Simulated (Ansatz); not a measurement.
A first try at a small convex hull of the Ta-N system, using the Python package of Ansatz (0.2.0).

The cells in order, each with its output:

```python
from collections import Counter

import ansatz as az
import matplotlib.pyplot as plt
import numpy as np
import pandas as pd
from scipy.spatial import ConvexHull
```

```python
PHASES = {
    "TaN P6/mmm": (
        [(5.191, 0.0, 0.0), (-2.5955, 4.495538, 0.0), (0.0, 0.0, 2.908)],
        [
            ("Ta", (0.0, 0.0, 0.0)),
            ("Ta", (1 / 3, 2 / 3, 0.5)),
            ("Ta", (2 / 3, 1 / 3, 0.5)),
            ("N", (0.5, 0.0, 0.0)),
            ("N", (0.5, 0.5, 0.0)),
            ("N", (0.0, 0.5, 0.0)),
        ],
    ),
    "TaN Fm-3m": (
        [(0.0, 2.179, 2.179), (2.179, 0.0, 2.179), (2.179, 2.179, 0.0)],
        [
            ("Ta", (0.5, 0.5, 0.5)),
            ("N", (0.0, 0.0, 0.0)),
        ],
    ),
    "TaN P-6m2": (
        [(2.938, 0.0, 0.0), (-1.469, 2.544383, 0.0), (0.0, 0.0, 2.883)],
        [
            ("Ta", (1 / 3, 2 / 3, 0.5)),
            ("N", (0.0, 0.0, 0.0)),
        ],
    ),
    "Ta": (
        [(-1.65128, 1.65128, 1.65128), (1.65128, -1.65128, 1.65128), (1.65128, 1.65128, -1.65128)],
        [
            ("Ta", (0.0, 0.0, 0.0)),
        ],
    ),
    "N2": (
        [(9.0, 0.0, 0.0), (0.0, 9.5, 0.0), (0.0, 0.0, 10.0)],
        [
            ("N", (0.5, 0.5, 0.4445)),
            ("N", (0.5, 0.5, 0.5555)),
        ],
    ),
}
```

```python
def build(vectors, sites):
    crystal = az.Crystal(lattice=az.Lattice.of(vectors))
    for symbol, position in sites:
        crystal = crystal.atom(symbol, position)
    return crystal
```

```python
GASES = {"N2"}
```

```python
def compute(name, crystal):
    calc = crystal.calculation()
    calc = calc.functional("PBEsol")
    calc = calc.basis(450)
    calc = calc.kpts(spacing=0.3)
    calc = calc.occupations("fermi_dirac", width=0.05)
    if name in GASES:
        return calc.kpoints(1, 1, 1).relax(force_tolerance=0.01, max_steps=30).run()
    calc = calc.relax(force_tolerance=0.01, max_steps=30, cell=True)
    return calc.run()
```

```python
def counts(outcome):
    return Counter(site.symbol for site in outcome.lattice.sites)
```

```python
def formation_energy(outcome, mu):
    n = counts(outcome)
    return (outcome.report["energy_sigma0_ev"] - sum(k * mu[element] for element, k in n.items())) / sum(n.values())
```

```python
phases = {name: build(*cell) for name, cell in PHASES.items()}
```

```python
done = {}
for name, crystal in phases.items():
    done[name] = compute(name, crystal)
    print(f"{name}: {done[name].report['energy_sigma0_ev']:.4f} eV, {len(done[name].lattice.sites)} atoms")

references = {"Ta": "Ta", "N": "N2"}
mu = {element: done[name].report["energy_sigma0_ev"] / len(done[name].lattice.sites) for element, name in references.items()}
points = sorted((counts(o)["N"] / len(o.lattice.sites), formation_energy(o, mu), name) for name, o in done.items())
```

    Traceback (most recent call last):
      File "<cell 9>", line 3, in <module>
        done[name] = compute(name, crystal)
                     ~~~~~~~^^^^^^^^^^^^^^^
      File "<cell 5>", line 5, in compute
        calc = calc.kpts(spacing=0.3)
               ^^^^^^^^^
    AttributeError: 'Calculation' object has no attribute 'kpts'

What is wrong, and how is it mended?

The fault: the chain has no step of that name. The change:

```diff
--- before
+++ after
@@
     calc = calc.basis(450)
-    calc = calc.kpts(spacing=0.3)
+    calc = calc.kpoints(spacing=0.3)
     calc = calc.occupations("fermi_dirac", width=0.05)
```

The cells in order, each with its output:

(earlier cells as before)

**Cell 5**
```python
def compute(name, crystal):
    calc = crystal.calculation()
    calc = calc.functional("PBEsol")
    calc = calc.basis(450)
    calc = calc.kpoints(spacing=0.3)
    calc = calc.occupations("fermi_dirac", width=0.05)
    if name in GASES:
        return calc.kpoints(1, 1, 1).relax(force_tolerance=0.01, max_steps=30).run()
    calc = calc.relax(force_tolerance=0.01, max_steps=30, cell=True)
    return calc.run()
```

**Cell 6**
```python
def counts(outcome):
    return Counter(site.symbol for site in outcome.lattice.sites)
```

**Cell 7**
```python
def formation_energy(outcome, mu):
    n = counts(outcome)
    return (outcome.report["energy_sigma0_ev"] - sum(k * mu[element] for element, k in n.items())) / sum(n.values())
```

**Cell 8**
```python
phases = {name: build(*cell) for name, cell in PHASES.items()}
```

**Cell 9**
```python
done = {}
for name, crystal in phases.items():
    done[name] = compute(name, crystal)
    print(f"{name}: {done[name].report['energy_sigma0_ev']:.4f} eV, {len(done[name].lattice.sites)} atoms")

references = {"Ta": "Ta", "N": "N2"}
mu = {element: done[name].report["energy_sigma0_ev"] / len(done[name].lattice.sites) for element, name in references.items()}
points = sorted((counts(o)["N"] / len(o.lattice.sites), formation_energy(o, mu), name) for name, o in done.items())
```
Output:
```text
TaN P6/mmm: -30560.2847 eV, 6 atoms
TaN Fm-3m: -10187.0652 eV, 2 atoms
TaN P-6m2: -10187.6485 eV, 2 atoms
Ta: -9806.4802 eV, 1 atoms
N2: -756.9514 eV, 2 atoms
```

**Cell 10**
```python
xy = np.array([(x, e) for x, e, _ in points] + [(0.5, 10.0)])
hull = sorted(tuple(xy[i]) for i in ConvexHull(xy).vertices if xy[i, 1] < 5)
rows = [(name, x, e, e - np.interp(x, *zip(*hull))) for x, e, name in points]
print(pd.DataFrame(rows, columns=["phase", "x(N)", "E_form (eV/atom)", "above hull (eV/atom)"]).round(4).to_string(index=False))
print("on the hull of these phases:", ", ".join(row[0] for row in rows if row[3] < 1e-6))
stable = [row for row in rows if row[3] < 1e-6]
plt.figure(figsize=(4.5, 3.2))
plt.plot([row[1] for row in stable], [row[2] for row in stable], "k-o")
plt.plot([row[1] for row in rows], [row[2] for row in rows], "r.")
plt.xlabel("fraction of N")
plt.ylabel("formation energy (eV/atom)")
plt.tight_layout()
plt.savefig("hull.png", dpi=100)
```
Output:
```text
     phase  x(N)  E_form (eV/atom)  above hull (eV/atom)
        Ta   0.0            0.0000                0.0000
 TaN P-6m2   0.5           -1.3463                0.0000
 TaN Fm-3m   0.5           -1.0547                0.2917
TaN P6/mmm   0.5           -0.9028                0.4435
        N2   1.0            0.0000                0.0000
on the hull of these phases: Ta, TaN P-6m2, N2
```

Total energies depend on the potentials; only differences at equal settings carry meaning. Spin is left out of this run. For the metals among these phases the mesh is modest: differences between phases can be off by up to 40 meV an atom. Spin-orbit coupling, which matters for elements this heavy, is left out. The cells come from databases of deposited and of computed structures, and not all need be stable phases. Differences under about 40 meV an atom lie within the error of mesh and functional, so such verdicts may flip; only the cells listed enter the hull. Run time: 31 s on 1 thread of Arm Neoverse V2, on a shared host, peak memory 0.78 GiB.

(Lines on the test bed's own set-up are left out of the output.)
